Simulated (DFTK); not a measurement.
# Fe (I4/mmm) in DFTK: a series of runs

The runs below take Fe through single point, with PBE.

Everything below comes from runs of DFTK 0.8.2. Logs are shortened: lines on timing, memory, paths and dates and some standing lists are left out, and cuts for length are marked.

## 1. The cell of the first run

Symmetry: I4/mmm, No. 139, tetragonal system. The conventional cell has a = 2.771 Å, b = 2.771 Å, c = 2.886 Å, α = 90.00°, β = 90.00°, γ = 90.00°. Fe (site symmetry 4/mmm) is surrounded by 12 Fe at 2.43 to 2.77 Å.

## 2. Single point, PBE, collinear spin, ferromagnetic start, 11.08 Å³/atom (strain = -0.04)

run.jl

```julia
using DFTK
using PseudoPotentialData
using Unitful, UnitfulAtomic
using LinearAlgebra, Printf
include("save.jl")
disable_threading()

# lattice vectors are the columns
lattice = austrip(1u"Å") * [      -1.38528        1.38528        1.38528;
                  1.38528       -1.38528        1.38528;
                    1.443          1.443         -1.443]
symbols   = [:Fe]
positions = [[0.0, 0.0, 0.0]]
pseudopotentials = PseudoFamily("dojo.nc.sr.pbe.v0_4_1.standard.upf")
elements = Dict(s => ElementPsp(s, pseudopotentials) for s in unique(symbols))
atoms    = [elements[s] for s in symbols]
magnetic_moments = [3.0]

build_model(lattice, positions; symmetries=true) =
    model_DFT(lattice, atoms, positions;
              functionals=PBE(),
              magnetic_moments,
              spin_polarization=:collinear,
              temperature=austrip(0.05u"eV"),
              smearing=Smearing.FermiDirac(),
              symmetries)
Ecut  = 45.0  # hartree
kgrid = [9, 9, 9]
tol   = 1e-6
to_GPa = ustrip(uconvert(u"GPa", 1u"hartree/bohr^3"))

model = build_model(lattice, positions)
basis = PlaneWaveBasis(model; Ecut, kgrid)
display(basis)
scfres = self_consistent_field(basis;
                               tol,
                               ρ=guess_density(basis, magnetic_moments),
                               nbandsalg=AdaptiveBands(model; n_bands_converge=14))
display(scfres.energies)
@printf "Fermi level: %.6f eV\n" ustrip(auconvert(u"eV", something(scfres.εF, NaN)))
forces = compute_forces_cart(scfres)
println("Forces (eV/Å)")
for (s, f) in zip(symbols, forces)
    @printf "%-3s %12.6f %12.6f %12.6f\n" s ustrip.(auconvert.(u"eV/Å", f))...
end
stress = compute_stresses_cart(scfres)
println("Stress (GPa)")
display(round.(stress * to_GPa; digits=4))
@printf "Total moment: %.4f μB\n" sum(spin_density(scfres.ρ)) * scfres.basis.dvol
println("Levels at the first k-point (eV): ", round.(ustrip.(auconvert.(u"eV", scfres.eigenvalues[1][1:scfres.n_bands_converge])); digits=4))
save_scf!(scfres; forces, stress)
```

Potentials or basis: dojo.nc.sr.pbe.v0_4_1.standard.upf (PBE).

Launch:

```sh
$ julia --threads=1 run.jl  # save.jl only writes the numbers to a file and isn't shown; printed stress counts tension as positive; times include loading and compiling
```

The program printed:

```text
PlaneWaveBasis discretization:

    Ecut                 : 45.0 Ha
    fft_size             : (30, 30, 30), 27000 total points
    kgrid                : MonkhorstPack([9, 9, 9])
    num.   red. kpoints  : 729
    num. irred. kpoints  : 75

    Discretized Model(gga_x_pbe+gga_c_pbe, 3D):
        lattice (in Bohr)    : [-2.6178   , 2.6178    , 2.6178    ]
                               [2.6178    , -2.6178   , 2.6178    ]
                               [2.72687   , 2.72687   , -2.72687  ]
        unit cell volume     : 74.748 Bohr³

        atoms                : Fe
        pseudopot. family    : PseudoFamily("dojo.nc.sr.pbe.v0_4_1.standard.upf")

        num. electrons       : 16
        spin polarization    : collinear
        temperature          : 0.0018375 Ha
        smearing             : DFTK.Smearing.FermiDirac()

        terms                : Kinetic()
                               AtomicLocal()
                               AtomicNonlocal()
                               Ewald(nothing)
                               PspCorrection()
                               Hartree()
                               Xc(gga_x_pbe, gga_c_pbe)
                               Entropy()
n     Energy            log10(ΔE)   log10(Δρ)   Magnet   |Magn|   Diag   Δtime
---   ---------------   ---------   ---------   ------   ------   ----   ------
  1   -125.3262415713                   -0.66    2.353    2.372    4.8    13.7s
  2   -125.3348748599       -2.06       -1.10    2.243    2.307    1.0    5.98s
  3   -125.3388782769       -2.40       -1.59    2.169    2.274    2.2    7.07s
  4   -125.3393594683       -3.32       -2.00    2.144    2.264    1.1    6.16s
  5   -125.3393941010       -4.46       -2.49    2.145    2.265    2.0    6.36s
  6   -125.3393971259       -5.52       -3.00    2.145    2.265    1.8    6.43s
  7   -125.3393972698       -6.84       -3.51    2.145    2.266    1.7    6.16s
  8   -125.3393972981       -7.55       -3.97    2.146    2.266    1.6    6.33s
  9   -125.3393972990       -9.06       -4.71    2.146    2.266    1.8    6.05s
 10   -125.3393972992       -9.70       -5.11    2.146    2.266    2.2    6.23s
 11   -125.3393972992   +  -10.93       -5.55    2.146    2.266    1.5    5.93s
 12   -125.3393972992   +  -11.65       -6.05    2.146    2.266    1.6    5.45s
Energy breakdown (in Ha):
    Kinetic             57.4481726
    AtomicLocal         -103.7942693
    AtomicNonlocal      -6.8296845
    Ewald               -87.7674303
    PspCorrection       3.2113601
    Hartree             30.1822764
    Xc                  -17.7895169
    Entropy             -0.0003054

    total               -125.339397299186
Fermi level: 13.629630 eV
Forces (eV/Å)
Fe      0.000000    -0.000000    -0.000000
Stress (GPa)
3×3 StaticArraysCore.SMatrix{3, 3, Float64, 9} with indices SOneTo(3)×SOneTo(3):
 -6.6664   0.0      0.0
  0.0     -6.6664   0.0
  0.0      0.0     -1.7502
Total moment: 2.1456 μB
Levels at the first k-point (eV): [-74.3551, -40.2084, -40.2071, -40.2071, 5.0575, 11.2277, 11.2277, 11.4337, 12.3999, 12.6102, 37.7403, 38.6273, 38.6273, 43.7371]
```

Run time: 2.6 min. Hardware: 1 thread of AMD EPYC 7R43 (Zen 3), shared host; peak memory 1.7 GiB.

What came out:

| Item | Value |
| --- | --- |
| Free energy | -3410.6588 eV |
| Pressure | 5.0 GPa |
| Band gap on the k mesh | none (metal or under the smearing width) |
| Net moment | 2.15 μB per cell |
| Absolute moment | 2.27 μB per cell |
| Site moments | Fe +2.15 μB |

## 3. Single point, PBE, collinear spin, ferromagnetic start, 11.54 Å³/atom (strain = -0.02)

Edit run.jl of step 2 so:

```diff
@@ -8,4 +8,4 @@
 # lattice vectors are the columns
-lattice = austrip(1u"Å") * [      -1.38528        1.38528        1.38528;
-                  1.38528       -1.38528        1.38528;
+lattice = austrip(1u"Å") * [      -1.41414        1.41414        1.41414;
+                  1.41414       -1.41414        1.41414;
                     1.443          1.443         -1.443]
```

Potentials or basis: dojo.nc.sr.pbe.v0_4_1.standard.upf (PBE).

Launch:

```sh
$ julia --threads=1 run.jl  # save.jl only writes the numbers to a file and isn't shown; printed stress counts tension as positive; times include loading and compiling
```

It took 2.8 min on 1 thread of AMD EPYC 7R43 (Zen 3), shared host; peak memory 1.7 GiB.

The run converged. Its results:

```yaml
Free_energy: -3410.6667 eV
Pressure: -0.7 GPa
Band_gap_on_the_k_mesh: none (metal or under the smearing width)
Net_moment: 2.31 μB per cell
Absolute_moment: 2.45 μB per cell
Site_moments: Fe +2.31 μB
```
